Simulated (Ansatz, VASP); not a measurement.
# TaN: VASP beside Ansatz

File INCAR:

```
ALGO = Normal ; EDIFF = 1E-7
ENCUT = 520 ; GGA = PE
ISIF = 2 ; ISMEAR = 0
LASPH = T ; LCHARG = F
LREAL = F ; LWAVE = F
NBANDS = 15 ; NELM = 100
PREC = Accurate ; SIGMA = 0.15
```

Contents of KPOINTS:

```
k-points
0
Gamma
  18 18 18
```

The input POSCAR:

```
TaN
1.0
    0.0000000000      2.1790000000      2.1790000000
    2.1790000000      0.0000000000      2.1790000000
    2.1790000000      2.1790000000      0.0000000000
Ta N
1 1
Direct
    0.4885268472      0.4885268472      0.5114731528
    0.0000000000      0.0000000000      0.0000000000
```

Input for Ansatz:

```yaml
crystal:
  lattice:
    - [0.0, 2.179, 2.179]
    - [2.179, 0.0, 2.179]
    - [2.179, 2.179, 0.0]
  atoms:
    - { symbol: Ta, position: [0.4885268472, 0.4885268472, 0.5114731528] }
    - { symbol: "N", position: [0.0, 0.0, 0.0] }
basis:
  ecutwfc: 420
kpoints:
  mp_grid: { grid: [18, 18, 18] }
hamiltonian:
  xc: pbe
scf:
  occupations: { method: gaussian, width: 0.15 }
output:
  forces: true
  stress: true
  eigenvalues: true
```

Change from the starting cell: all Ta atoms moved -0.050 Å, as atom 1 along Cartesian [0 0 1].

Alike in both runs: task single point; functional PBE; k mesh 18 × 18 × 18; occupations gaussian, width 0.15 eV; no spin polarisation.

```csv
,VASP,Ansatz
version,VASP 6.6.1,Ansatz 0.2.0
potentials or method,"VASP PAW PBE potentials, release 64 (Ta_pv, N)","scalar-relativistic, plane waves, PAW"
plane-wave cutoff (eV),520,420
valence electrons in the cell,16,18
```

Ansatz gave:

- gap on the k mesh at the Fermi level (eV): none
- pressure (GPa): 15.0
- largest component of the traceless stress (GPa): 0.92
- rms of the force components (eV/Å): 0.266

Estimate VASP's values.

gap on the k mesh at the Fermi level (eV): none; pressure (GPa): 16.0; largest component of the traceless stress (GPa): 0.93; rms of the force components (eV/Å): 0.266.

Atom by atom the forces differ by 0.000 eV/Å (rms over components). A gap of «none» marks a metal or a gap that the smearing closes. The functional is the same, so the differences come from potentials, cutoffs and numerics. The two sets of potentials don't hold the same shells in valence.

Caveats: so large a pressure means that the cell lies far from this level's equilibrium, or that cutoff or potentials fall short (VASP). The runs have no spin-orbit coupling, so splittings on Ta are missing.
